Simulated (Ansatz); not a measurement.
A relaxation computed with Ansatz, from input to last step.

```yaml
crystal:
  lattice:
    - [2.9027411391, 0.0, 0.0]
    - [0.0, 2.9027411391, 0.0]
    - [0.0, 0.0, 2.9027411391]
  atoms:
    - { symbol: Al, position: [0.5, 0.5, 0.5] }
    - { symbol: Ni, position: [0.0, 0.0, 0.0] }
basis:
  ecutwfc: 420
kpoints:
  mp_grid: { grid: [14, 14, 14] }
hamiltonian:
  xc: pbe
scf:
  occupations: { method: gaussian, width: 0.1 }
output:
  forces: true
  stress: true
  eigenvalues: true
relax:
  adjacent_minimum: "off"
  f_tol: 0.008
  max_steps: 50
  cell: { stress_tol: 0.08, p_target: -1.0 }
```

```bash
ansatz run input.yaml --threads 1 --pin off --max-ram 2560MiB --backend cpu --events-out ev --progress --plain --runs-dir out
```

All numbers below come from DFT PBE, scalar-relativistic, plane waves, PAW (Ansatz).

Of 4 frames 3 are shown, positions in Å and forces in eV/Å; the SCF threshold varies from step to step. Steps run on the plane waves of an earlier cell, with a Pulay correction in the pressure. The basis is chosen afresh for the last frame, the zero of the energies, and at times for earlier ones too; energy and pressure step there, also at an unchanged geometry. The relaxation lowers the enthalpy F + PV at the target pressure, so the free energy itself can rise. Spin polarisation was left out; whether the Ni atoms would carry moments isn't shown by this run.

```xyz
2
Lattice="2.9027 0.0000 0.0000 0.0000 2.9027 0.0000 0.0000 0.0000 2.9027" Properties=species:S:1:pos:R:3:forces:R:3 pbc="T T T" step=1 free_energy_over_end_meV_per_atom=0.34 pressure_GPa=-1.54
Al    1.4514    1.4514    1.4514    0.0000    0.0000    0.0000
Ni    0.0000    0.0000    0.0000    0.0000    0.0000    0.0000
2
Lattice="2.9006 0.0000 0.0000 0.0000 2.9006 0.0000 0.0000 0.0000 2.9006" Properties=species:S:1:pos:R:3:forces:R:3 pbc="T T T" step=2 free_energy_over_end_meV_per_atom=0.10 pressure_GPa=-1.21
Al    1.4503    1.4503    1.4503    0.0000    0.0000    0.0000
Ni    0.0000    0.0000    0.0000    0.0000    0.0000    0.0000
2
Lattice="2.8993 0.0000 0.0000 0.0000 2.8993 0.0000 0.0000 0.0000 2.8993" Properties=species:S:1:pos:R:3:forces:R:3 pbc="T T T" step=4 free_energy_over_end_meV_per_atom=0.00 pressure_GPa=-1.00
Al    1.4497    1.4497    1.4497    0.0000    0.0000    0.0000
Ni    0.0000    0.0000    0.0000    0.0000    0.0000    0.0000
```

The run took 8.4 s on 1 thread of Arm Neoverse V2, with other jobs on the host, peak memory 0.33 GiB.